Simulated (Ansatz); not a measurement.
The elements of this relaxed trial crystal are hidden behind letters.

```
lattice vectors (Å)
   0.0000    2.2085    2.2085
   2.2085    0.0000    2.2085
   2.2085    2.2085    0.0000
fractional positions
X 0.0000 0.0000 0.0000
Z 0.5000 0.5000 0.5000
```

All numbers below come from Ansatz, DFT PBE, scalar-relativistic, plane waves, PAW. Settings of the last relaxation (2-atom cell): 420 eV, 24×24×24 k points, Gaussian smearing of 0.10 eV, no spin polarisation.

- Space group: Fm-3m (No. 225)
- Conventional cell: a = 4.417 Å
- Volume per atom: 10.77 Å³
- Density: 15.03 g/cm³
- Formation energy: −0.83 eV/atom
- Gap on the 24×24×24 mesh of the 2-atom cell: 0 eV (a metal)

Energies are uncorrected and count from the elements' standard states at the same level.

Question: X is a d-block element of period 6 and Z is a p-block element of period 2. Which elements are they?

Answer: X = Ta, Z = N, so the formula is TaN, here in the rock salt type. Density times volume gives a mean mass of 15.03 × 10.77/1.6605 = 97.5 u per atom, and this set has 97.5 u. Among the elements that the hints allow, noble gases aside, only these give it. Ta has 6 N at 2.21 Å and 12 Ta at 3.12 Å; N has 6 Ta at 2.21 Å.

These runs have no spin–orbit coupling, which can matter for Ta. A structure relaxed within its symmetry needn't be a true minimum. Another cell of TaN relaxed alike, in P-6m2 (a cell as deposited in COD), lies 0.31 eV/atom lower, so this cell isn't the stable form at this level.
